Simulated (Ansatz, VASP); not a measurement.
# Two plane-wave programs on CaF2

Contents of INCAR:

```
SYSTEM = CaF2
PREC = Accurate ; ENCUT = 600
EDIFF = 1E-6 ; ISMEAR = 0
SIGMA = 0.02 ; LREAL = .FALSE.
LASPH = .TRUE. ; NELM = 100
ALGO = Fast ; ISIF = 3
LWAVE = .FALSE. ; LCHARG = .FALSE.
GGA = PE ; IBRION = 2
NSW = 100 ; EDIFFG = -0.005
```

KPOINTS

```
Automatic mesh
0
G
  8 8 8
  0 0 0
```

File POSCAR:

```
CaF2
1.0
    0.0000000000      2.7312500000      2.7312500000
    2.7312500000      0.0000000000      2.7312500000
    2.7312500000      2.7312500000      0.0000000000
Ca F
1 2
Direct
    0.0000000000      0.0000000000      0.0000000000
    0.2500000000      0.2500000000      0.2500000000
    0.7500000000      0.7500000000      0.7500000000
```

Input for Ansatz:

```yaml
crystal:
  lattice:
    - [0.0, 2.73125, 2.73125]
    - [2.73125, 0.0, 2.73125]
    - [2.73125, 2.73125, 0.0]
  atoms:
    - { symbol: Ca, position: [0.0, 0.0, 0.0] }
    - { symbol: F, position: [0.25, 0.25, 0.25] }
    - { symbol: F, position: [0.75, 0.75, 0.75] }
basis:
  ecutwfc: 420
kpoints:
  mp_grid: { grid: [8, 8, 8] }
hamiltonian:
  xc: pbe
scf:
  occupations: { method: gaussian, width: 0.02 }
output:
  forces: true
  stress: true
  eigenvalues: true
  write_density: true
  write_potential: true
  elf: true
  volumetric_format: npy
relax:
  adjacent_minimum: "off"
  f_tol: 0.005
  max_steps: 80
  cell: { stress_tol: 0.05 }
```

Alike in both runs: task relaxation of cell and atoms; functional PBE; k mesh 8 × 8 × 8; occupations gaussian, width 0.02 eV; no spin polarisation.

```csv
,VASP,Ansatz
version,VASP 6.6.1,Ansatz 0.2.0
potentials or method,"VASP PAW PBE potentials, release 64 (Ca_sv, F)","scalar-relativistic, plane waves, PAW"
plane-wave cutoff (eV),600,420
valence electrons in the cell,24,24
```

```tsv
	VASP	Ansatz	Ansatz less VASP
gap on the k mesh at the Fermi level, each at its own relaxed structure (eV)	7.13	7.14	+0.009
relaxed volume (Å³/atom)	13.97	13.94	-0.030
relaxed cell length with the largest relative difference (Å)	3.899	3.896	-0.0028
energy change over the relaxation (meV/atom)	-3	-2	+0.4
```

A k mesh can miss the band edges. Zero-point motion and thermal expansion aren't in these numbers. PBE usually gives volumes a little too large and moduli too small.
